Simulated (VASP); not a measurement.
# MgI2 (P-3m1) in VASP: notebook, part 2 of 2

VASP 6.6.1. Earlier steps stand in the parts before.

## Step 3: Single point, PBEsol

Input file INCAR:

```
SYSTEM = MgI2
PREC = Accurate
ENCUT = 450
EDIFF = 1E-5
ISMEAR = 0
SIGMA = 0.05
LREAL = .FALSE.
LASPH = .TRUE.
NELM = 100
ALGO = Normal
ISIF = 2
LWAVE = .FALSE.
LCHARG = .FALSE.
GGA = PS
NBANDS = 15
ADDGRID = .FALSE.
```

Input file KPOINTS:

```
regular mesh
0
G
  7 7 4
  0 0 0
```

Input file POSCAR:

```
MgI2
1.0
    4.1400000000      0.0000000000      0.0000000000
   -2.0700000000      3.5853451717      0.0000000000
    0.0000000000      0.0000000000      6.8800000000
I Mg
2 1
Direct
    0.6666666667      0.3333333333      0.7500000000
    0.3333333333      0.6666666667      0.2500000000
    0.0000000000      0.0000000000      0.0000000000
```

Potentials or basis: VASP PAW PBE potentials, release 64 (I, Mg).

The run is started by

```console
$ cat potpaw_PBE.64/I/POTCAR potpaw_PBE.64/Mg/POTCAR > POTCAR
$ mpirun -np 1 vasp_std > vasp.out
```

OUTCAR:

```text
SYSTEM = MgI2
   PREC = Accurate
   ENCUT = 450
   EDIFF = 1E-5
   ISMEAR = 0
   LREAL = .FALSE.
   LASPH = .TRUE.
   NELM = 100
   ISIF = 2
   GGA = PS

 Found     28 irreducible k-points:

 Following reciprocal coordinates:
            Coordinates               Weight
  0.000000  0.000000  0.000000      1.000000
  0.142857 -0.000000  0.000000      6.000000
  0.285714 -0.000000  0.000000      6.000000
  0.428571  0.000000  0.000000      6.000000
  0.142857  0.142857  0.000000      6.000000
  0.285714  0.142857  0.000000     12.000000
   k-points           NKPTS =     28   k-points in BZ     NKDIM =     28   number of bands    NBANDS=     15
   number of dos      NEDOS =    301   number of ions     NIONS =      3
   total plane-waves  NPLWV =  43200
   dimension x,y,z NGX =    30 NGY =   30 NGZ =   48
   dimension x,y,z NGXF=    60 NGYF=   60 NGZF=   96
   ions per type =               2   1
   NGX,Y,Z   is equivalent  to a cutoff of  12.05, 12.05, 11.60 a.u.
   NGXF,Y,Z  is equivalent  to a cutoff of  24.09, 24.09, 23.20 a.u.
 SYSTEM =  MgI2
   PREC   = accura    normal or accurate (medium, high low for compatibility)
   ISTART =      0    job   : 0-new  1-cont  2-samecut
   ICHARG =      2    charge: 1-file 2-atom 10-const
   ISPIN  =      1    spin polarized calculation?
   LNONCOLLINEAR =      F non collinear calculations
   LSORBIT =      F    spin-orbit coupling
   LASPH  =      T    aspherical Exc in radial PAW
   ENCUT  =  450.0 eV  33.07 Ry    5.75 a.u.   7.16  7.16 11.90*2*pi/ulx,y,z
   NELM   =    100;   NELMIN=  2; NELMDL= -5     # of ELM steps
   EDIFF  = 0.1E-04   stopping-criterion for ELM
   LREAL  =      F    real-space projection
   EDIFFG = 0.1E-03   stopping-criterion for IOM
   NSW    =      0    number of steps for IOM
   IBRION =     -1    ionic relax: 0-MD 1-quasi-New 2-CG
   NFREE  =      0    steps in history (QN), initial steepest desc. (CG)
   ISIF   =      2    stress and relaxation
   ISYM   =      2    0-nonsym 1-usesym 2-fastsym
   POTIM  = 0.5000    time-step for ionic-motion
   TEBEG  =    0.0;   TEEND  =   0.0 temperature during run
   PSTRESS=    0.0 pullay stress
   NELECT =      16.0000    total number of electrons
   NUPDOWN=      -1.0000    fix difference up-down
   EMIN   =  10.00;   EMAX   =-10.00  energy-range for DOS
   EFERMI =   0.00;   METHOD = LEGACY
   ISMEAR =     0;   SIGMA  =   0.05  broadening in eV -4-tet -1-fermi 0-gaus
   EFERMI_NEDOS =   21; number of points for ismear=-14 and -15
   IALGO  =     38    algorithm
   IMIX   =      4    mixing-type and parameters
     AMIX     =   0.40;   BMIX     =  1.00
     AMIX_MAG =   1.60;   BMIX_MAG =  1.00
  volume/ion in A,a.u.               =      34.04       229.72
  Fermi-wavevector in a.u.,A,eV,Ry     =   0.882555  1.667786 10.597613  0.778903
  Thomas-Fermi vector in A             =   2.003202
   LORBIT       =      0    0 simple, 1 ext, 2 COOP (PROOUT), +10 PAW based schemes
   GGA     = PS    functional components
   LHFCALC =     F    Hartree Fock is set to
   AEXX    =    0.0000 exact exchange contribution
   IVDW    =     0    specifies the selected vdW correction
   LEPSILON=     F    determine dielectric tensor
   LRPA    =     F    only Hartree local field effects (RPA)
 non-spin polarized calculation
 Gauss-broadening in eV      SIGMA  =   0.05
  energy-cutoff  :      450.00
  volume of cell :      102.12
 maximum number of plane-waves:      2237
 NGX is ok and might be reduce to    30
   NGX = 15   NGY = 15   NGZ = 23

 number of electron      16.0000004 magnetization

 Free energy of the ion-electron system (eV)
  ---------------------------------------------------
  ext. energy  EPLUGINS =         0.00000000
  ---------------------------------------------------
  free energy    TOTEN  =        -8.40363050 eV

  energy without entropy =       -8.40363050  energy(sigma->0) =       -8.40363050

 E-fermi :   2.5345     XC(G=0):  -8.4220

 val. band max:        2.2608775050   @ k =   0.0000   0.0000   0.0000
 cond. band min:       5.6882720764   @ k =   0.0000   0.4286   0.2500
 fundamental gap:      3.4273945714
 Fermi energy:         2.5344619468

 k-point     1 :       0.0000    0.0000    0.0000
  band No.  band energies     occupation
      1      -9.8105      2.00000
      2      -9.1293      2.00000
      3      -1.3687      2.00000
      4       1.8912      2.00000
      5       1.8912      2.00000
      6       2.2398      2.00000
      7       2.2609      2.00000
      8       2.2609      2.00000
      9       5.7707      0.00000
     10       6.9850      0.00000
     11       9.0046      0.00000
     12       9.0046      0.00000
     13       9.5976      0.00000
     14      10.4397      0.00000
     15      10.4397      0.00000

 k-point     2 :       0.1429   -0.0000    0.0000
  band No.  band energies     occupation
      1      -9.7049      2.00000
      2      -9.0723      2.00000
      3      -1.2121      2.00000
      4       1.0967      2.00000
      5       1.5414      2.00000
      6       1.6482      2.00000
      7       2.1680      2.00000
      8       2.2170      2.00000
      9       6.5303      0.00000
     10       7.6116      0.00000
     11       8.3316      0.00000
     12       9.2637      0.00000
     13       9.5296      0.00000
     14      10.1795      0.00000
     15      10.7352      0.00000

 k-point     3 :       0.2857   -0.0000    0.0000
  band No.  band energies     occupation
      1      -9.4347      2.00000
      2      -8.9515      2.00000
      3      -0.8715      2.00000
      4      -0.1303      2.00000
      5       0.4757      2.00000
      6       1.2475      2.00000
      7       1.8941      2.00000
      8       2.0340      2.00000
      9       6.5286      0.00000
     10       7.5699      0.00000
     11       8.2247      0.00000
     12       9.3063      0.00000
     13       9.4200      0.00000
     14      10.5735      0.00000
     15      11.1181      0.00000

 k-point     4 :       0.4286    0.0000    0.0000
  band No.  band energies     occupation
      1      -9.1521      2.00000
      2      -8.8904      2.00000
      3      -1.2000      2.00000
      4      -0.4645      2.00000
      5       0.2061      2.00000
      6       0.9902      2.00000
      7       1.4145      2.00000
      8       1.8723      2.00000
      9       5.9429      0.00000
     10       7.4622      0.00000
     11       7.6194      0.00000
     12       9.0984      0.00000
     13       9.8917      0.00000
     14      11.2599      0.00000
     15      12.0542      0.00000

 k-point     5 :       0.1429    0.1429    0.0000
  band No.  band energies     occupation
      1      -9.5161      2.00000
      2      -8.9827      2.00000
      3      -0.9454      2.00000
      4       0.4305      2.00000
      5       0.4351      2.00000
      6       1.4827      2.00000
      7       1.8006      2.00000
      8       2.0274      2.00000
      9       6.9961      0.00000
     10       7.9624      0.00000
     11       8.5393      0.00000
     12       9.0974      0.00000
     13       9.2459      0.00000
     14       9.3035      0.00000
     15      11.3800      0.00000

 k-point     6 :       0.2857    0.1429    0.0000
  band No.  band energies     occupation
      1      -9.2311      2.00000
      2      -8.8918      2.00000
      3      -0.9097      2.00000
      4      -0.2787      2.00000
      5       0.1168      2.00000
      6       0.8508      2.00000
      7       1.4311      2.00000
      8       1.6588      2.00000
      9       6.4286      0.00000
     10       8.1944      0.00000
     11       8.2781      0.00000
     12       9.0270      0.00000
     13       9.6881      0.00000
     14      10.2469      0.00000
     15      11.3738      0.00000

 [... further k-points ...]

------------------------ aborting loop because EDIFF is reached ----------------------------------------

  FORCE on cell =-STRESS in cart. coord.  units (eV):
  Direction    XX          YY          ZZ          XY          YZ          ZX
  --------------------------------------------------------------------------------------
  -------------------------------------------------------------------------------------
  Total       -0.4427892     -0.4427892     -0.7281844     -0.0000000      0.0000000     -0.0000000
  in kB       -6.9468485     -6.9468485    -11.4243684     -0.0000000      0.0000000     -0.0000000
  external PRESSURE =      -8.4393551 kB  Pullay stress =       0.0000000 kB

 VOLUME and BASIS-vectors are now :
 -----------------------------------------------------------------------------
  energy-cutoff  :      450.00
  volume of cell :      102.12
      direct lattice vectors                 reciprocal lattice vectors
     4.140000000  0.000000000  0.000000000     0.241545894  0.139456587  0.000000000
    -2.070000000  3.585345172  0.000000000     0.000000000  0.278913174  0.000000000
     0.000000000  0.000000000  6.880000000     0.000000000  0.000000000  0.145348837

 POSITION                                       TOTAL-FORCE (eV/Angst)
 -----------------------------------------------------------------------------------
      2.07000      1.19512      5.16000         0.000000      0.000000      0.299261
     -0.00000      2.39023      1.72000        -0.000000      0.000000     -0.299261
      0.00000      0.00000      0.00000        -0.000000      0.000000      0.000000
 -----------------------------------------------------------------------------------
    total drift:                               -0.000000      0.000000     -0.000000

  FREE ENERGIE OF THE ION-ELECTRON SYSTEM (eV)
  ---------------------------------------------------
  free  energy   TOTEN  =        -8.4036305021 eV

  energy  without entropy=       -8.4036305021  energy(sigma->0) =       -8.40363050
```

stdout:

```text
POSCAR found type information on POSCAR I Mg
 POSCAR found :  2 types and       3 ions
 scaLAPACK will be used
 -----------------------------------------------------------------------------
|                                                                             |
|                                                                             |
|     You enforced a specific xc type in the INCAR file but a different       |
|     I HOPE YOU KNOW WHAT YOU ARE DOING!                                     |
|                                                                             |
 -----------------------------------------------------------------------------

 LDA part: xc-table for (Slater+PW92), standard interpolation
 POSCAR, INCAR and KPOINTS ok, starting setup
 FFT: planning ... GRIDC
 FFT: planning ... GRID_SOFT
 FFT: planning ... GRID
 WAVECAR not read
 entering main loop
```

Wall time 17 s (1 thread of Intel Xeon Platinum 8488C (Sapphire Rapids), shared host); peak memory 0.2 GiB.

The run converged, but some of its settings lie outside the range that counts as converged, so its numbers aren't taken as properties of the crystal.

What came out:

| Property | Result |
| --- | --- |
| Free energy | -8.4036 eV |
| Pressure | -0.8 GPa |
| Largest force | 0.299 eV/Å |
| Band gap on the k mesh | 3.43 eV, indirect (least direct gap 3.51 eV) |

Caveat: the PAW data sets were made with another functional, which shifts forces and pressure a little; spin-orbit coupling is left out, which moves the levels of the heavy elements; an odd mesh through Γ misses points on the zone boundary, where band edges often lie; the cell's inner coordinates are idealised or old, which leaves forces on the atoms; this functional lacks dispersion, which binds the layers, so the pressure and a relaxed spacing across them are unreliable.

## Step 4: Single point, PBEsol

Edit INCAR of step 3 so:

```diff
@@ -3,3 +3,3 @@
 ENCUT = 450
-EDIFF = 1E-5
+EDIFF = 1E-6
 ISMEAR = 0
@@ -15,2 +15,2 @@
 NBANDS = 15
-ADDGRID = .FALSE.
+ADDGRID = .TRUE.
```

KPOINTS is that of step 3.

POSCAR is that of step 3.

The run is started by

```console
$ cat potpaw_PBE.64/I/POTCAR potpaw_PBE.64/Mg/POTCAR > POTCAR
$ mpirun -np 1 vasp_std > vasp.out
```

Wall time 23 s (1 thread of Intel Xeon Platinum 8488C (Sapphire Rapids), shared host); peak memory 0.3 GiB.

The run converged, but some of its settings lie outside the range that counts as converged, so its numbers aren't taken as properties of the crystal.

Results:

```yaml
Free_energy: -8.4036 eV
Pressure: -0.8 GPa
Largest_force: 0.299 eV/Å
Band_gap_on_the_k_mesh: 3.43 eV, indirect (least direct gap 3.51 eV)
```

Caveat: the PAW data sets were made with another functional, which shifts forces and pressure a little; spin-orbit coupling is left out, which moves the levels of the heavy elements; an odd mesh through Γ misses points on the zone boundary, where band edges often lie; the cell's inner coordinates are idealised or old, which leaves forces on the atoms; this functional lacks dispersion, which binds the layers, so the pressure and a relaxed spacing across them are unreliable.

## Step 5: Single point, PBEsol

Edit INCAR of step 4 so:

```diff
@@ -7,3 +7,3 @@
 LREAL = .FALSE.
-LASPH = .TRUE.
+LASPH = .FALSE.
 NELM = 100
@@ -15,2 +15,2 @@
 NBANDS = 15
-ADDGRID = .TRUE.
+ADDGRID = .FALSE.
```

KPOINTS is that of step 4.

POSCAR is that of step 4.

The run is started by

```console
$ cat potpaw_PBE.64/I/POTCAR potpaw_PBE.64/Mg/POTCAR > POTCAR
$ mpirun -np 1 vasp_std > vasp.out
```

Wall time 18 s (1 thread of Intel Xeon Platinum 8488C (Sapphire Rapids), shared host); peak memory 0.2 GiB.

The run converged, but some of its settings lie outside the range that counts as converged, so its numbers aren't taken as properties of the crystal.

Results:

```
Free energy            : -8.4024 eV
Pressure               : -0.8 GPa
Largest force          : 0.299 eV/Å
Band gap on the k mesh : 3.43 eV, indirect (least direct gap 3.51 eV)
```

Caveat: the PAW data sets were made with another functional, which shifts forces and pressure a little; spin-orbit coupling is left out, which moves the levels of the heavy elements; an odd mesh through Γ misses points on the zone boundary, where band edges often lie; the cell's inner coordinates are idealised or old, which leaves forces on the atoms; this functional lacks dispersion, which binds the layers, so the pressure and a relaxed spacing across them are unreliable.

## Step 6: For comparison

An earlier run on the cell as given: functional PBEsol; potentials or basis VASP PAW PBE potentials, release 64 (I, Mg); cutoff 520 eV; k mesh 8 × 8 × 4; occupations fermi-dirac, width 0.05 eV; no spin polarisation.

* Pressure: -0.8 GPa
* Largest force: 0.300 eV/Å
* Band gap on the k mesh: 3.42 eV, indirect (least direct gap 3.51 eV)
